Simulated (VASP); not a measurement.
A VASP calculation is set up with these files.

**INCAR**
```
ALGO = Normal
EDIFF = 1E-7
ENCUT = 520
ISIF = 2
ISMEAR = 0
LASPH = .True.
LCHARG = .False.
LMAXMIX = 4
LMIXTAU = .True.
LREAL = .False.
LWAVE = .False.
METAGGA = R2SCAN
NELM = 100
PREC = Accurate
SIGMA = 0.05
SYSTEM = NaBr
```

### KPOINTS
```
Regular mesh
0
G
 8 8 8
```

**POSCAR**
```
NaBr
1
    0.0000000000     2.9383513816     2.9383513816
    2.9383513816     0.0000000000     2.9383513816
    2.9383513816     2.9383513816     0.0000000000
Na Br
1 1
Direct
  0.0000000000   0.0000000000   0.0000000000
  0.5000000000   0.5000000000   0.5000000000
```

POTCAR, in this order: Na_pv Br (PBE.64 set). Program: vasp_std.

### Question
Write an equivalent input for Ansatz.

### Answer
One equivalent input (not run):
Ansatz 0.2 input:
```yaml
crystal:
  lattice:
    - [0.0000000, 2.9383514, 2.9383514]
    - [2.9383514, 0.0000000, 2.9383514]
    - [2.9383514, 2.9383514, 0.0000000]
  atoms:
    - { symbol: Na, position: [0.0000000, 0.0000000, 0.0000000] }
    - { symbol: Br, position: [0.5000000, 0.5000000, 0.5000000] }
kpoints:
  mp_grid: { grid: [8, 8, 8] }
hamiltonian:
  xc: r2scan
  pseudopotentials: { kind: paw }
scf:
  occupations: { method: gaussian, width: 0.05 }
  max_iter: 100
output: { forces: true, stress: true, eigenvalues: true }
```
Limits of the translation: each code has its own PAW files, so the cut-off isn't converted (ENCUT is set for VASP's; basis.ecutwfc is left out, and Ansatz then takes the one that its files recommend); Ansatz stops its SCF on the density residual and VASP on the energy change (EDIFF).

The compound is NaBr in the rock salt structure. This cell is one point of a volume scan, at 0.97 of the reference volume.
